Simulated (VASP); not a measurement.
Write the native input for VASP 6.6.1 that does the following.

```
Task                   : single point
Functional             : PBE
Potentials or basis    : VASP PAW PBE potentials, release 64 (Al, B, H)
Cutoff                 : 520 eV
k mesh                 : 6 × 6 × 6
Occupations            : gaussian, width 0.1 eV
Spin                   : no spin polarisation
Dipole correction      : no
Further INCAR settings : ALGO = Normal; EDIFF = 1e-06; NBANDS = 13
```

The structure of Al2BH lies in POSCAR:

```
Al2BH
1.0
    4.2349757000      0.0000000000      0.0000000000
   -2.1174878500      3.6675965400      0.0000000000
    0.0000000000      0.0000000000      3.1300672400
Al B H
2 1 1
Direct
    0.3333333300      0.6666666700      0.5967895300
    0.6666666700      0.3333333300      0.4032104700
    0.0000000000      0.0000000000      0.0000000000
    0.0000000000      0.0000000000      0.5000000000
```

The cell was built by a generator and needn't be a form met in nature.

The cell isn't the ideal one: random cell by space group and Wyckoff sites (P-3m1, No. 164).

The input as run:

INCAR

```
SYSTEM = Al2BH
ALGO = Normal ; EDIFF = 1E-6
ENCUT = 520 ; GGA = PE
ISIF = 2 ; ISMEAR = 0
LASPH = .TRUE. ; LCHARG = .FALSE.
LREAL = .FALSE. ; LWAVE = .FALSE.
NBANDS = 13 ; NELM = 80
PREC = Accurate ; SIGMA = 0.1
```

KPOINTS

```
k-points
0
G
  6 6 6
  0 0 0
```

Potentials or basis: VASP PAW PBE potentials, release 64 (Al, B, H).

Launch:

```sh
$ cat potpaw_PBE.64/Al/POTCAR potpaw_PBE.64/B/POTCAR potpaw_PBE.64/H/POTCAR > POTCAR
$ mpirun -np 1 vasp_std > vasp.out
```

It gave:

| Quantity | Value |
| --- | --- |
| Pressure | -2.3 GPa |
| Largest force | 1.339 eV/Å |
| Band gap on the k mesh | none (metal or under the smearing width) |

Caveat: forces of over 1 eV/Å show positions far from the minimum, so gaps and moduli don't describe the material at rest.

Wall time 15 s on 1 thread of Intel(R) Xeon(R) Platinum 8375C CPU @ 2.90GHz (Ice Lake), with other jobs on the host, peak memory 0.14 GiB.
